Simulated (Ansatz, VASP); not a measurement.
**Cross-check of AlRu (RuAl strained to the junction's net) between VASP and Ansatz**

Wanted: the spread between two codes on one cell, functional and k mesh. The cell is generated by rule, not measured, and may not be a known phase. The structure shown is the end of the Ansatz relaxation below.

Program: Ansatz 0.2.0. Level of theory: plane waves, with VASP 6.6.1 beside it; single point at PBE. Results are calculated unless marked as measured.

The structure was built from a prototype and need not be the compound's stable phase.

### Step 1. The starting structure

It takes space group P4/mmm (No. 123, tetragonal). The conventional cell has a = 2.890 Å, b = 2.890 Å, c = 3.120 Å, α = 90.00°, β = 90.00°, γ = 90.00°. Nearest to Ru lie 8 Al at 2.57 Å. Al has 8 Ru at 2.57 Å nearest. Farther neighbours are not listed.

### Step 2. Ansatz: relaxation, PBE

Ansatz runs on its default PAW (the set named soft_2) files.

This run makes the geometry at which the two programs are then compared.

Contents of input.yaml:

```yaml
crystal:
  lattice:
    - [2.89, 0.0, 0.0]
    - [0.0, 2.89, 0.0]
    - [0.0, 0.0, 3.077]
  atoms:
    - { symbol: Ru, position: [0.0, 0.0, 0.0] }
    - { symbol: Al, position: [0.5, 0.5, 0.5] }
kpoints:
  mp_grid: { grid: [12, 12, 10] }
scf:
  occupations: { method: fermi_dirac, width: 0.1 }
  max_iter: 150
hamiltonian:
  xc: pbe
relax:
  f_tol: 0.01
  max_steps: 40
  cell: { fix: [a, b, angles] }
```

Command:

```bash
> ansatz run input.yaml --threads 4 --pin off --max-ram 10240MiB --backend cpu --events-out ev --progress --plain --runs-dir out
```

Numbers of over 12 decimals in the logs are rounded to 6 here.

The program printed:

```text
Engine: ansatz 0.2.0, aarch64-unknown-linux-gnu
Pseudopotentials: kind: paw
Pseudopotential: Ru, paw, valence charge 16, recommended cutoff 420 eV (normal), Ru.paw.azcp
Pseudopotential: Al, paw, valence charge 3, recommended cutoff 420 eV (normal), Al.paw.azcp
Functional definition: PBE
  parameter kappa = 0.804
  parameter beta = 0.066725
  exchange = pbe_x(kappa = kappa, mu = beta*pi^2/3)
  correlation = pbe_c(beta = beta)
Crystal: 2 atoms, lattice volume = 25.699 Å³
Basis set: ecut = 420 eV, 487 PW (Γ), exchange–correlation on 40×40×48 points (8 copies of the dense FFT grid, shifted against one another)
Bands: 14, of which v1, the nominal top of the filled ones, is band 10 counted from 1 (9 counted from 0)
Symmetry: 16 space group operations
Space group: P4/mmm (ITA 123), of the structure as read, at distance tolerance 3.0e-5 Å
k-points: 168 of 1440
Non-local potential: Ru, projectors of the file, l = 0: 3, l = 1: 2, l = 2: 2, l = 3: 1
Non-local potential: Al, projectors of the file, l = 0: 2, l = 1: 2, l = 2: 1
PAW form: soft (Blöchl's): semilocal exchange-correlation on the pseudo side does not see the compensation charge
PAW one-centre angular grid: Ru, 590 points (default); XC on 64 Gauss nodes
PAW one-centre angular grid: Al, 110 points (default); XC on 64 Gauss nodes
Initial density: superposition of atomic densities (neutral atoms: chi_scale 0, normalization atom), corrected by the library's trained network
Initial wavefunctions: pseudopotential atomic-orbital guess
Functional: x = pbe(κ = 0.804, μ = 0.219515), c = pbe(β = 0.066725)
SCF iter   1: F=—  HF=-6417.404275 eV  |F-HF|=—  |Δ(HF+E_count)|=         —  Δρ=4.17e-3  dr2=4.06e-3  ethr=1.77e-3  ⟨swp⟩=5.0  Hψ=12191  notcnv=0
preconditioner: auto → none  [metal: Δε(μ)=0.004 eV  Ē_g=9.215 eV  σ=0.100 eV  W_gap=0.01  n_scr=6 (ndim 8)  ℏωp=24.3 eV  f_vac=0.000  D(μ)=1.38/eV (n_scr^D=18)  sad-step TF]
SCF iter   2: F=—  HF=-6417.403371 eV  |F-HF|=—  |Δ(HF+E_count)|=   9.04e-4  Δρ=2.44e-3  dr2=1.69e-3  ethr=2.14e-5  ⟨swp⟩=2.0  Hψ=3925  notcnv=0
SCF iter   3: F=—  HF=-6417.402963 eV  |F-HF|=—  |Δ(HF+E_count)|=   4.08e-4  Δρ=3.00e-4  dr2=1.78e-5  ethr=8.88e-6  ⟨swp⟩=2.2  Hψ=2974  notcnv=0
SCF iter   4: F=—  HF=-6417.403007 eV  |F-HF|=—  |Δ(HF+E_count)|=   4.47e-5  Δρ=1.04e-4  dr2=1.28e-6  ethr=9.39e-8  ⟨swp⟩=2.4  Hψ=3574  notcnv=0
SCF iter   5: F=—  HF=-6417.403007 eV  |F-HF|=—  |Δ(HF+E_count)|=   4.62e-7  Δρ=2.70e-5  dr2=1.59e-7  ethr=6.74e-9  ⟨swp⟩=2.5  Hψ=3794  notcnv=0
SCF iter   6: F=-6417.403007 eV  HF=-6417.403007 eV  |F-HF|=8.09e-10  |Δ(HF+E_count)|=   3.79e-8  Δρ=3.14e-6  dr2=1.23e-9  ethr=5.26e-10  ⟨swp⟩=4.0  Hψ=7804  notcnv=0
SCF 1 converged in 6 iterations: F = -6417.403007 eV  dr2 = 1.23e-9
  greatest PAW one-centre occupation: 0.998 electrons in one spin orbital (limit 2), on the Ru atom at site 0 (counted from 0), in its partial waves of l = 0
relax step   1: F+E_penalty+E_count = -6417.40300687 eV  Δ(F+E_penalty+E_count) = +0.000e0 eV  max|allowed force component| = 4.191e-31 eV/Å  Δτ_max = 0.0000 Å  P = +12.795 GPa  Ω = 25.699 Å³  fix = [a, b, alpha, beta, gamma]  reactions: a +16.958, b +16.958 GPa  (6 SCF iters, dr2 threshold 1.00e-7 eV, accepted)
[...]
relax step   2: F+E_penalty+E_count = -6417.40777049 eV  Δ(F+E_penalty+E_count) = -4.764e-3 eV  max|allowed force component| = 3.328e-31 eV/Å  Δτ_max = 0.0000 Å  P = +9.424 GPa  Ω = 26.074 Å³  energy of the carried Pulay correction = -1.668e-4 eV  fix = [a, b, alpha, beta, gamma]  reactions: a +14.219, b +14.219 GPa  (6 SCF iters, dr2 threshold 2.00e-7 eV, accepted)
[...]
relax step   3: F+E_penalty+E_count = -6417.40778388 eV  Δ(F+E_penalty+E_count) = -1.339e-5 eV  max|allowed force component| = 1.972e-30 eV/Å  Δτ_max = 0.0000 Å  P = +9.540 GPa  Ω = 26.060 Å³  energy of the carried Pulay correction = -1.609e-4 eV  fix = [a, b, alpha, beta, gamma]  reactions: a +14.315, b +14.315 GPa  (6 SCF iters, dr2 threshold 7.00e-8 eV, accepted)
[...]
relax step   4: F+E_penalty+E_count = -6417.40794601 eV  Δ(F+E_penalty+E_count) = -1.621e-4 eV  max|allowed force component| = 2.761e-30 eV/Å  Δτ_max = 0.0000 Å  P = +9.542 GPa  Ω = 26.060 Å³  fix = [a, b, alpha, beta, gamma]  reactions: a +14.315, b +14.315 GPa  stress off target by 3.91e-3 GPa on what of the cell is left free  SCF on the basis re-selected at this cell (its energy is not comparable with the rows above)  (6 SCF iters)
basis re-selected at this cell: Δ(F+E_penalty+E_count) = -1.621e-4 eV, ΔP = +0.002 GPa vs the last step (what re-selecting the basis moved, of the pressure what is left beyond the Pulay correction that the steps carried, after the strain that the cell walked since its last selection, with what the two solves' SCF thresholds leave and, on support functions, any second-order correction that the steps lacked; it is no m [...]
SCF converged after 6 iterations
Free energy (F): -6417.407946 eV
Harris-Foulkes:  -6417.407946 eV  (|F-HF|=0.00e0)
Internal energy: -6417.360162 eV  (E = F + TS)
E sigma→0 (E₀):  -6417.384054 eV
Entropy (-TS):   -0.047784 eV (-23.892 meV/atom)
Fermi energy:    16.690290 eV
--- Per-component energies (eV) ---
  E_band       = -110.517936
  E_kinetic    = 544.872736
  E_local      = -1777.155733  (includes V_loc(G=0)·N_el)
  E_nonlocal   = 354.898444
  E_hartree    = 632.737293
  E_xc         = -232.852753
  E_vxc        = -271.558857  (∫ρ·V_xc dr)
  E_paw        = -3929.386430  (= ΣΔE_a)
  E_vpaw       = -227.048950  (= ΣTr[D̂ρ^β])
  E_aug_tail   = -0.000178  (compensation charges beyond the density's cutoff)
  E_ewald      = -2010.473543
  E_smearing   = -0.047784  (= −TS)
  E_closure    = -0.000000  (closes the sum)
  Σ components = -6417.407946   (vs F -6417.407946, Δ=0.00e0)
--- Forces (eV/Å), atoms counted from 1 ---
  atom   1  Ru     0.00000000    -0.00000000     0.00000000
  atom   2  Al     0.00000000     0.00000000     0.00000000
  max |Σ_I F_I| component: 5.52e-30 eV/Å
--- Stress (GPa, compression-positive) ---
       14.314989       0.000000       0.000000
        0.000000      14.314989       0.000000
        0.000000       0.000000      -0.003909
  P = ⅓ Tr σ = 9.5420 GPa (95.420 kbar)
--- Relaxed structure (3 steps of the walk, 3 accepted, 1 SCFs on fresh bases) ---
  F+E_penalty+E_count = -6417.40794601 eV   max|allowed force component| = 2.761e-30 eV/Å   (the final SCF, on the basis selected at the relaxed cell)
  cell:  # Å, volume = 26.0604 Å³
    - [2.89, 0.0, 0.0]
    - [0.0, 2.89, 0.0]
    - [0.0, 0.0, 3.120225]
  atoms:
    - { symbol: Ru, position: [0, 0, 0.0] }
    - { symbol: Al, position: [0.500000, 0.500000, 0.500000] }
```

### Step 3. VASP: single point, PBE

The same cell, functional, mesh and smearing now go to VASP, with its own data sets.

Lines of VASP's logs that name or quote its potential files are left out, and so is its time.

Contents of INCAR:

```
SYSTEM = AlRu
PREC = Accurate
ENCUT = 500
EDIFF = 1E-06
NELM = 120
ISMEAR = -1
SIGMA = 0.1
LREAL = .FALSE.
ALGO = Normal
GGA = PE
NBANDS = 14
LASPH = .TRUE.
LORBIT = 11
LWAVE = .FALSE.
LCHARG = .FALSE.
ISIF = 2
GGA_COMPAT = .FALSE.
```

Contents of POSCAR:

```
AlRu
1.0
    2.8900000000      0.0000000000      0.0000000000
    0.0000000000      2.8900000000      0.0000000000
    0.0000000000      0.0000000000      3.1202246460
Ru Al
1 1
Direct
    0.0000000000      0.0000000000      0.0000000000
    0.5000000000      0.5000000000      0.5000000000
```

Contents of KPOINTS:

```
Automatic mesh
0
Gamma
12 12 10
0 0 0
```

The projector-augmented-wave data sets are Ru_pv and Al (PBE family, release 64).

Command:

```bash
> mpirun -np 1 vasp_std
```

The program printed:

```text
[banner, memory and clock lines left out]
running    1 mpi-ranks, on    1 nodes
 distrk:  each k-point on    1 cores,    1 groups
 distr:  one band on    1 cores,    1 groups

 POSCAR found type information on POSCAR RuAl
 POSCAR found :  2 types and       2 ions
 LDA part: xc-table for (Slater+PW92), standard interpolation
 POSCAR, INCAR and KPOINTS ok, starting setup
 FFT: planning ... GRIDC
 FFT: planning ... GRID_SOFT
 FFT: planning ... GRID
 WAVECAR not read
 entering main loop
       N       E                     dE             d eps       ncg     rms          rms(c)
DAV:   1     0.114107028840E+03    0.11411E+03   -0.90107E+03  4728   0.111E+03
DAV:   2    -0.129546124845E+02   -0.12706E+03   -0.12192E+03  5124   0.317E+02
DAV:   3    -0.148591981305E+02   -0.19046E+01   -0.18900E+01  6018   0.408E+01
DAV:   4    -0.148736014013E+02   -0.14403E-01   -0.14398E-01  5440   0.365E+00
DAV:   5    -0.148739498157E+02   -0.34841E-03   -0.34839E-03  6598   0.477E-01    0.130E+01
DAV:   6    -0.142772993634E+02    0.59665E+00   -0.25746E+00  4962   0.185E+01    0.244E+00
DAV:   7    -0.142142313606E+02    0.63068E-01   -0.19426E-01  4896   0.519E+00    0.223E+00
DAV:   8    -0.141991184673E+02    0.15113E-01   -0.17686E-02  5814   0.120E+00    0.198E-01
DAV:   9    -0.141989641324E+02    0.15433E-03   -0.56257E-04  6120   0.166E-01    0.129E-01
DAV:  10    -0.141989573727E+02    0.67597E-05   -0.41257E-05  5758   0.648E-02    0.177E-02
DAV:  11    -0.141989556414E+02    0.17313E-05   -0.58825E-06  5768   0.231E-02    0.939E-03
DAV:  12    -0.141989555825E+02    0.58963E-07   -0.20693E-07  4170   0.507E-03
   1 F= -.14198956E+02 E0= -.14175058E+02  d E =-.477956E-01
```

OUTCAR, selected parts (step 3):

```text
ion  position               nearest neighbor table
   1  0.000  0.000  0.000-   2 2.57   2 2.57   2 2.57   2 2.57   2 2.57   2 2.57   2 2.57   2 2.57

  LATTYP: Found a simple tetragonal cell.
 ALAT       =     2.8900000000
 C/A-ratio  =     1.0796625073

 Subroutine GETGRP returns: Found 16 space group operations
 (whereof 16 operations were pure point group operations)

The static configuration has the point symmetry D_4h.

 Found    168 irreducible k-points:

   k-points           NKPTS =    168   k-points in BZ     NKDIM =    168   number of bands    NBANDS=     14

   dimension x,y,z NGX =    24 NGY =   24 NGZ =   24
   dimension x,y,z NGXF=    48 NGYF=   48 NGZF=   48

   ENCUT  =  500.0 eV  36.75 Ry    6.06 a.u.   5.27  5.27  5.69*2*pi/ulx,y,z

   NELECT =      17.0000    total number of electrons

 k-points in reciprocal lattice and weights: Automatic mesh
   0.00000000  0.00000000  0.00000000       0.001
   0.08333333  0.00000000  0.00000000       0.003
   0.16666667  0.00000000  0.00000000       0.003
   0.25000000  0.00000000  0.00000000       0.003
   0.33333333  0.00000000  0.00000000       0.003
   0.41666667  0.00000000  0.00000000       0.003
   0.50000000  0.00000000  0.00000000       0.001
   0.08333333  0.08333333  0.00000000       0.003
   0.16666667  0.08333333  0.00000000       0.006
[...]
0.50000000  0.41666667  0.50000000       0.003
   0.50000000  0.50000000  0.50000000       0.001

 average (electrostatic) potential at core
       1 -67.7382       2 -68.1432

 E-fermi :  11.1439

 k-point     1 :       0.0000    0.0000    0.0000
  band No.  band energies     occupation
    ...
      4       1.2611      2.00000
      5       7.3375      2.00000
      6       7.4122      2.00000
      7      11.1653      0.89366
      8      11.1653      0.89366
      9      11.6473      0.01294
     10      15.8087      0.00000
     11      18.1212      0.00000
     12      18.1212      0.00000
     13      22.0482      0.00000
    ...

 k-point     2 :       0.0833    0.0000    0.0000
  band No.  band energies     occupation
    ...
      4       1.4036      2.00000
      5       7.4011      2.00000
      6       7.4753      2.00000
      7      10.9196      1.80812
      8      11.1859      0.79316
      9      11.4742      0.07092
     10      16.1482      0.00000
     11      17.3414      0.00000
     12      18.3833      0.00000
     13      21.8677      0.00000
    ...

 k-point     3 :       0.1667    0.0000    0.0000
  band No.  band energies     occupation
    ...
      5       7.5642      2.00000
      6       7.6256      2.00000
      7      10.3639      1.99918
      8      11.0511      1.43320
      9      11.2428      0.54224
     10      15.9226      0.00000
     11      16.9874      0.00000
     12      19.0769      0.00000
     13      21.1349      0.00000
     14      23.2290      0.00000

  Total        2.3291681      2.3291681     -0.0028076      0.0000000     -0.0000000      0.0000000
  in kB      143.1956665    143.1956665     -0.1726083      0.0000000     -0.0000000      0.0000000
  external PRESSURE =      95.4062416 kB  Pullay stress =       0.0000000 kB

  energy-cutoff  :      500.00
  volume of cell :       26.06
      direct lattice vectors                 reciprocal lattice vectors
     2.890000000  0.000000000  0.000000000     0.346020761  0.000000000  0.000000000
     0.000000000  2.890000000  0.000000000     0.000000000  0.346020761  0.000000000
     0.000000000  0.000000000  3.120224646     0.000000000  0.000000000  0.320489745

 POSITION                                       TOTAL-FORCE (eV/Angst)
 -----------------------------------------------------------------------------------
      0.00000      0.00000      0.00000         0.000000      0.000000      0.000000
      1.44500      1.44500      1.56011         0.000000      0.000000      0.000000
 -----------------------------------------------------------------------------------
    total drift:                                0.000000      0.000000      0.000000

  FREE ENERGIE OF THE ION-ELECTRON SYSTEM (eV)
  ---------------------------------------------------
  free  energy   TOTEN  =       -14.1989555825 eV

  energy  without entropy=      -14.1511599901  energy(sigma->0) =      -14.17505779

 total charge
# of ion       s       p       d       tot
------------------------------------------
    1        0.348   6.259   6.230  12.837
    2        0.395   0.432   0.000   0.827
--------------------------------------------------
tot          0.743   6.691   6.230  13.664

[... 3 further parts left out ...]
```

The run ends at a pressure of 9.54 GPa.

### Step 4. Comparison

Known differences besides the potentials themselves: the data sets hold 19 valence electrons in Ansatz (on its default PAW (the set named soft_2) files) and 17 in VASP; the cutoff is 420 eV in Ansatz and 500 eV in VASP; Ansatz's pressure holds a Pulay correction, VASP's none. Total energies have different zeros and are not compared.

Compared:

| quantity | Ansatz | VASP | difference |
| --- | --- | --- | --- |
| pressure (GPa) | 9.54 | 9.54 | 0.00 |

### Step 5. Results

```json
{
  "difference in pressure (single point, PBE)": "0.0014 GPa"
}
```

The difference in pressure is 0.0014 GPa (single point, PBE), within the 1 GPa picked in this series as the mark of a large difference. The data sets hold unlike numbers of valence electrons (19 in Ansatz and 17 in VASP), so part of the differences comes from the potentials. How closely two codes agree says nothing of how well the functional describes the real material.

[Lines on the potential files, build, host, timing and source positions are cut from VASP's logs without a mark.]

[Logs are printed without paths, hosts, clocks, repeated set-up lines and the standing remarks that a program may print on its own settings, such as how far it seeks lower states.]

[Hosts, paths, dates, database ids (printed as entryN), source tags and the programs' standing remarks are cut or masked in the printed files.]
